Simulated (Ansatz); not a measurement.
**Nickel, hcp under RPBE: structure, energy and stiffness**

Aim: take nickel in the hcp structure, relax it, solve it on a dense k-mesh, then scale the cell to 7 volumes from 88 to 112 % of the relaxed one and try a fit of the equation of state. The start is ferromagnetic. The k-meshes are 14×14×8 for the relaxation; 23×23×13 for the dense run; 16×16×9 for the volumes.

This is Ni in the hcp structure; at room conditions it is fcc.

Method: DFT RPBE, plane waves (420 eV) with PAW, scalar-relativistic; PBE-made PAW files, in Ansatz 0.2.0.

## Step 1: The starting structure

Symmetry: P6_3/mmc, No. 194, hexagonal system. The conventional cell has a = 2.492 Å, b = 2.492 Å, c = 4.069 Å, α = 90.00°, β = 90.00°, γ = 120.00°. Ni (site symmetry -6m2) has 12 Ni at 2.49 Å as nearest neighbours.

Coordinates:

```cif
data_structure
_symmetry_space_group_name_H-M 'P 1'
_symmetry_Int_Tables_number 1
_cell_length_a 2.4918
_cell_length_b 2.4918
_cell_length_c 4.0690
_cell_angle_alpha 90.000
_cell_angle_beta 90.000
_cell_angle_gamma 120.000
_cell_volume 21.88
loop_
_atom_site_label
_atom_site_type_symbol
_atom_site_fract_x
_atom_site_fract_y
_atom_site_fract_z
_atom_site_occupancy
Ni1 Ni 0.33333 0.66667 0.25000 1
Ni2 Ni 0.66667 0.33333 0.75000 1
```

Starting moments (μB): +0.8 ×2.

## Step 2: Relaxing cell and atoms

input.yaml reads:

```yaml
crystal:
  lattice:
    - [2.491755966, 0.0, 0.0]
    - [-1.245877983, 2.1579239666, 0.0]
    - [0.0, 0.0, 4.0690374925]
  atoms:
    - { symbol: Ni, position: [0.3333333333, 0.6666666667, 0.25], spin: 0.8 }
    - { symbol: Ni, position: [0.6666666667, 0.3333333333, 0.75], spin: 0.8 }
hamiltonian:
  xc: rpbe
  pseudopotentials:
    kind: paw
    azcp:
      Ni: "pseudopotentials/Ni.paw.azcp"
basis:
  ecutwfc: 420
  fft_grid_basis: typed
kpoints:
  mp_grid: { grid: [14, 14, 8], shift: [0, 0, 0] }
magnetization:
  spin_polarized: true
scf:
  occupations: { method: fermi_dirac, width: 0.05 }
relax:
  max_steps: 60
  f_tol: 0.01
  cell: {}
```

The runs that follow: Dense single point; Volume × 0.88; Volume × 0.92; Volume × 0.96; Volume × 1.0; Volume × 1.04; Volume × 1.08; Volume × 1.12.

What does the calculation give? Wanted: space group; conventional cell; volume; shortest distance; gap on the mesh; magnetic state; relative to fcc, ferromagnetic; V₀, B₀, B₀′.

**Answer**, as computed:

```
                      quantity                                   value
space group (spins left aside)                      P6_3/mmc (No. 194)
             conventional cell  a = 2.514 Å, c = 4.116 Å (c/a = 1.637)
                        volume                          11.261 Å³/atom
             shortest distance                                 2.514 Å
               gap on the mesh            none (levels filled in part)
                magnetic state   ferromagnetic, up to 0.71 μB per atom
relative to fcc, ferromagnetic                            +28 meV/atom
                   V₀, B₀, B₀′            11.246 Å³/atom, 176 GPa, 4.8
```

**Reading.** From the guessed start the volume grew by 2.9 % in 5 steps. Against the reference form of nickel (fcc, ferromagnetic, computed apart with the same settings) it stands 28 meV/atom higher. It ends ferromagnetic, with up to 0.71 μB per atom. Levels at the Fermi energy are filled in part, as in a metal. The fitted modulus is 176 GPa; letting shape and positions relax at each volume could only lower it. The symmetry was held, so the structure may be unstable against distortions that break it.
